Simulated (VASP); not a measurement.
Write the native input for VASP 6.6.1 that does the following.

```yaml
Task: single point
Functional: PBE
Potentials_or_basis: VASP PAW PBE potentials, release 64 (Mg)
Cutoff: 520 eV
k_mesh: 10 × 10 × 10
Occupations: gaussian, width 0.1 eV
Spin: no spin polarisation
Dipole_correction: no
Further_INCAR_settings: ALGO = Normal; EDIFF = 1e-06; NBANDS = 10
```

The structure of Mg lies in POSCAR:

```
Mg
1.0
    4.3904263377      0.0000000000      0.0000000000
    0.0000000000      4.3904263377      0.0000000000
    0.0000000000      0.0000000000      4.3904263377
Mg
3
Direct
    0.0000000000      0.5000000000      0.5000000000
    0.5000000000      0.0000000000      0.5000000000
    0.5000000000      0.5000000000      0.0000000000
```

The cell was built by a generator and needn't be a form met in nature.

One way to write it, as run:

INCAR

```
PREC = Accurate
ENCUT = 520
EDIFF = 1E-6
ISMEAR = 0
SIGMA = 0.1
LREAL = False
LASPH = True
NELM = 100
ALGO = Normal
ISIF = 2
LWAVE = False
LCHARG = False
GGA = PE
NBANDS = 10
```

KPOINTS

```
regular mesh
0
Gamma
  10 10 10
```

Potentials or basis: VASP PAW PBE potentials, release 64 (Mg).

The run is started by

```bash
$ cat potpaw_PBE.64/Mg/POTCAR > POTCAR
$ mpirun -np 1 vasp_std > vasp.out
```

It gave:

The pressure is -0.1 GPa and the band gap on the k mesh is none (metal or under the smearing width).

It took 34 s on 1 thread of Intel(R) Xeon(R) Platinum 8488C (Sapphire Rapids) (shared host), peak memory 0.21 GiB.
